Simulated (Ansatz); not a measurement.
# RbBr (R3m) at 4 levels of theory

One geometry, relaxed with PBE; plane waves with PAW potentials in Ansatz, scalar-relativistic. No spin polarisation. Gaps are the least over mesh and band path; pressure is positive in compression, and isn't given for hybrids.

Space group R3m:H (No. 160). a = 5.497 Å, b = 5.497 Å, c = 13.538 Å, α = 90.00°, β = 90.00°, γ = 120.00°
| atom | site | symmetry | x | y | z |
| --- | --- | --- | --- | --- | --- |
| Rb | 3a | 3m | 0.0000 | 0.0000 | 0.0002 |
| Br | 3a | 3m | 0.6667 | 0.3333 | 0.0844 |

| level | cutoff (eV) | k mesh | gap (eV) | pressure (GPa) |
| --- | --- | --- | --- | --- |
| PBE | 420 | 6×6×6 | 4.05 | 0.0 |
| r2SCAN | 500 | 6×6×6 | 4.63 | -0.2 |
| HSE06 | 420 | 6×6×6 | 5.14 | - |
| PBEsol | 420 | 6×6×6 | 4.09 | -0.4 |

The cell was found from a structure generator's guess, not taken from experiment.
